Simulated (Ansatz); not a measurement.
**Moving the dispersion correction in SnTe**

The cell as given:

```cif
data_structure
_symmetry_space_group_name_H-M 'F-43m'
_symmetry_Int_Tables_number 216
_cell_length_a 7.2223
_cell_length_b 7.2223
_cell_length_c 7.2223
_cell_angle_alpha 90.000
_cell_angle_beta 90.000
_cell_angle_gamma 90.000
_cell_volume 376.73
loop_
_atom_site_label
_atom_site_type_symbol
_atom_site_symmetry_multiplicity
_atom_site_Wyckoff_symbol
_atom_site_fract_x
_atom_site_fract_y
_atom_site_fract_z
_atom_site_occupancy
Te1 Te 4 d 0.25000 0.25000 0.75000 1
Sn1 Sn 4 a 0.00000 0.00000 0.00000 1
```

Measurements of this composition are mostly on another form, of space group No. 225.

Kept alike: task relaxation of cell and atoms; functional r2SCAN; k mesh 7 × 7 × 7; occupations fermi-dirac, width 0.05 eV; no spin polarisation. Program: Ansatz, Ansatz PAW, cutoff 500 eV. The mesh is that of the run's cell of 2 atoms. No spin-orbit coupling.

```csv
dispersion correction,volume (Å³/atom)
D3(BJ),45.412
D3(BJ)-ATM,45.496
D4,45.469
none,46.011
rVV10,45.059
```

The relaxations keep at least the cell's symmetry (F-43m). Relaxations stop with a little pressure left, so the last digits of a volume or edge aren't settled. All rows use potentials made for PBE.

The volume runs from 45.059 (rVV10) to 46.011 Å³/atom (none). Against no correction: D3(BJ) -1.3 %; D3(BJ)-ATM -1.1 %; D4 -1.2 %; rVV10 -2.1 %. Dispersion terms mostly attract and so lower the volume; the schemes' coefficients and damping set how far.
